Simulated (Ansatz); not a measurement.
GeO₂ (rutile, P4_2/mnm), LDA (plane waves, PAW; program Ansatz), all energies at zero smearing, with the estimated change up to a 700 eV cutoff added, with one set of potentials and settings (totals compare only within such a set). Cell of 6 atoms (2 Ge, 4 O): -10653.037 eV.

```json
[
 {"element": "Ge", "reference phase": "Fd-3m, 2 atoms in the cell", "E (eV/atom)": "-4215.7216"},
 {"element": "O", "reference phase": "C2/m, 4 atoms in the cell, spin-polarised", "E (eV/atom)": "-552.6518"}
]
```

Formation energy per atom, worked out: (-10653.037 − 2×(-4215.7216) − 4×(-552.6518))/6 = -1.831 eV/atom (-177 kJ per mol of atoms), at 0 K, without zero-point energy or fitted corrections.

The LDA relaxation kept the symmetry of its start; phonons on a q-mesh show no instability. The references are the lowest solids computed at this level, not always the standard phases (solids in place of the gases).

Potentials: the later of the program's two PAW sets.
